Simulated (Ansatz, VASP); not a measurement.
This is a calculation of Au (Gold) for VASP 6.6.1. 

File INCAR:

```
SYSTEM = Au
PREC = Accurate
ENCUT = 600
EDIFF = 1E-6
ISMEAR = -1
SIGMA = 0.05
LREAL = .FALSE.
LASPH = .TRUE.
NELM = 100
ALGO = Normal
ISIF = 3
LWAVE = .FALSE.
LCHARG = .FALSE.
GGA = RP
IVDW = 13
IBRION = 2
NSW = 60
EDIFFG = -0.01
```

File KPOINTS:

```
Automatic mesh
0
G
  11 11 11
  0 0 0
```

Contents of POSCAR:

```
Au
1.0
    0.0000000000      2.0350000000      2.0350000000
    2.0350000000      0.0000000000      2.0350000000
    2.0350000000      2.0350000000      0.0000000000
Au
1
Direct
    0.0000000000      0.0000000000      0.0000000000
```

Potentials or basis: VASP PAW PBE potentials, release 64 (Au).

Run with:

```bash
$ cat potpaw_PBE.64/Au/POTCAR > POTCAR
$ mpirun -np 1 vasp_std > vasp.out
```

Task: What does the same run look like in Ansatz 0.2.0? Potentials or basis there: all-electron LAPW, scalar-relativistic.

Result: As run (cutoffs and basis follow the program's own potentials, and thresholds, step limits or extra output files can differ):

The input input.yaml:

```yaml
crystal:
  lattice:
    - [0.0, 2.035, 2.035]
    - [2.035, 0.0, 2.035]
    - [2.035, 2.035, 0.0]
  atoms:
    - { symbol: Au, position: [0.0, 0.0, 0.0] }
kpoints:
  mp_grid: { grid: [11, 11, 11] }
scf:
  occupations: { method: fermi_dirac, width: 0.05 }
hamiltonian:
  xc: rpbe
  dispersion: d4
  pseudopotentials: { kind: all_electron, lapw: { basis_error: 0.001 } }
output:
  forces: true
  stress: true
relax:
  f_tol: 0.01
  max_steps: 60
  cell: {}
```

Potentials or basis: all-electron LAPW, scalar-relativistic.

Run with:

```console
$ ansatz run input.yaml --threads 1 --pin off --max-ram 3072MiB --backend cpu --events-out ev --progress --plain --runs-dir out
```

Both were run:

|  | VASP | Ansatz |
| --- | --- | --- |
| Relaxed volume | 17.16 Å³/atom | 17.18 Å³/atom |
| Relaxed cell | a = 2.895 Å, b = 2.895 Å, c = 2.895 Å, α = 60.00°, β = 60.00°, γ = 60.00° | a = 2.896 Å, b = 2.896 Å, c = 2.896 Å, α = 60.00°, β = 60.00°, γ = 60.00° |
| Space group after relaxing | Fm-3m (No. 225) | Fm-3m (No. 225) |
| Pressure after relaxing | 0.0 GPa | 0.0 GPa |

VASP's potentials were made for PBE.

Where Ansatz's input types no cutoff or centring, it takes its own default and a Γ-centred mesh.

Pressure is positive in compression.
